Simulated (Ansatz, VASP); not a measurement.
One calculation of BN, two programs

```
CELL_PARAMETERS angstrom
2.54165 0.00000 0.00000
-1.27082 2.20113 0.00000
0.00000 0.00000 4.20357
ATOMIC_POSITIONS crystal
B 0.66667 0.33333 0.00024
B 0.33333 0.66667 0.50024
N 0.66667 0.33333 0.37476
N 0.33333 0.66667 0.87476
```

Measurements of this composition are mostly on another form, of space group No. 194.

Alike in both runs: functional PBE; dispersion D3(BJ); k mesh 12 × 12 × 6; occupations gaussian, width 0.05 eV; no spin polarisation.

Ansatz relaxed the structure, and its values are those at the end. VASP's run is a single point on that final structure, the one shown.

|  | VASP | Ansatz |
| --- | --- | --- |
| version | VASP 6.6.1 | Ansatz 0.2.0 |
| potentials or method | VASP PAW PBE potentials, release 64 (B, N) | scalar-relativistic, plane waves, PAW |
| plane-wave cutoff (eV) | 520 | 420 |
| valence electrons in the cell | 16 | 16 |

|  | VASP | Ansatz | Ansatz less VASP |
| --- | --- | --- | --- |
| gap on the k mesh at the Fermi level (eV) | 5.18 | 5.20 | +0.018 |
| least direct gap on the mesh (eV) | 8.31 | 8.32 | +0.008 |
| pressure (GPa) | 0.3 | 0.0 | -0.28 |

The functional is the same, so the differences come from potentials, cutoffs and numerics.

A k mesh can miss the band edges.
